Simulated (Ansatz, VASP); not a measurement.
Si: VASP beside Ansatz

INCAR

```
SYSTEM = Si
PREC = Accurate
ENCUT = 520
EDIFF = 1E-6
ISMEAR = -1
SIGMA = 0.05
LREAL = .False.
LASPH = .True.
NELM = 100
ALGO = Normal
ISIF = 2
LWAVE = .False.
LCHARG = .True.
GGA = PE
LELF = .True.
LVHAR = .True.
```

KPOINTS

```
Automatic mesh
0
Gamma
  13 13 11
  0 0 0
```

POSCAR

```
Si
1.0
   -1.6322467100      1.6887678500      1.1666669100
    1.7308028500     -1.6932995100      1.2936920400
    1.6246017100      1.6856545100     -1.1722508300
Si
1
Direct
    0.0000000000      0.0000000000      0.0000000000
```

input.yaml

```yaml
crystal:
  lattice:
    - [-1.63224671, 1.68876785, 1.16666691]
    - [1.73080285, -1.69329951, 1.29369204]
    - [1.62460171, 1.68565451, -1.17225083]
  atoms:
    - { symbol: Si, position: [0.0, 0.0, 0.0] }
hamiltonian:
  xc: pbe
  pseudopotentials: { kind: paw }
kpoints:
  mp_grid: { grid: [13, 13, 11] }
scf:
  occupations: { method: fermi_dirac, width: 0.05 }
output:
  forces: true
  stress: true
  eigenvalues: true
```

Change from the starting cell: strain = 0.0; cell sheared at random, sigma 0.06, atoms nudged by 0.01 Å.

Alike in both runs: task single point; functional PBE; k mesh 13 × 13 × 11; occupations fermi-dirac, width 0.05 eV; no spin polarisation.

```csv
,VASP,Ansatz
version,VASP 6.6.1,Ansatz 0.2.0
potentials or method,"VASP PAW PBE potentials, release 64 (Si)",Ansatz PAW
plane-wave cutoff (eV),520,420
valence electrons in the cell,4,4
```

Ansatz gave:

- gap on the k mesh at the Fermi level (eV): none
- pressure (GPa): 6.0
- largest component of the traceless stress (GPa): 7.21

Question: Estimate VASP's values.

Answer: gap on the k mesh at the Fermi level (eV): none; pressure (GPa): 5.9; largest component of the traceless stress (GPa): 7.14.

A gap of «none» marks a metal or a gap that the smearing closes. With one functional, cell and mesh, what is left measures potentials, basis and numerics.
